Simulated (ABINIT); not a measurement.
Crystal: TiO2.

```xyz
6
Lattice="4.5998 0.0000 0.0000 0.0000 4.5998 0.0000 0.0000 0.0000 2.9592" Properties=species:S:1:pos:R:3 pbc="T T T"
Ti    0.0000    0.0000    1.4796
Ti    2.2999    2.2999    0.0000
O     1.3998    1.3998    1.4796
O     0.9001    3.6997    0.0000
O     3.6997    0.9001    0.0000
O     3.2000    3.2000    1.4796
```

The cell is a database's computed one.

```yaml
Program: ABINIT 10.8.3 (patched build)
Task: single point
Functional: PBE
Potentials_or_basis: JTH PAW PBE v2.0
Cutoff: 626 eV
k_mesh: 6 × 6 × 9
Occupations: fermi-dirac, width 0.05 eV
Spin: no spin polarisation
```

On this cell: pressure 4.5 GPa; largest force 0.007 eV/Å; band gap on the k mesh 1.86 eV, direct.

The same run follows on a disturbed copy (atoms moved at random, drawn with an rms of 0.05 Å):

```
Ti O
1.0
     4.59984    0.00000    0.00000
     0.00000    4.59984    0.00000
     0.00000    0.00000    2.95921
Ti O
2 4
Direct
  0.99285 0.00757 0.49742
  0.49187 0.51062 0.99653
  0.30654 0.30354 0.49639
  0.18927 0.80785 0.00486
  0.79551 0.19416 0.00703
  0.69910 0.70567 0.50990
```

Question: What does the disturbed cell give?

Answer: The energy moves by +5.9 meV/atom; pressure 4.4 GPa; largest force 0.848 eV/Å; band gap on the k mesh 1.79 eV, indirect (least direct gap 1.82 eV).

Forces in eV/Å, atoms in the order of the input:
```
Ti  -0.030  0.102  0.018
Ti   0.055 -0.085 -0.028
O    0.057  0.440  0.252
O    0.358 -0.237 -0.002
O    0.130  0.389 -0.088
O   -0.569 -0.610 -0.153
```

Stress tensor (GPa, compression positive):
```
 4.64  0.18 -0.32
 0.18  4.47 -0.58
-0.32 -0.58  3.98
```

Caveats: an odd mesh through Γ misses points on the zone boundary, where band edges often lie; the atomic spheres overlap.
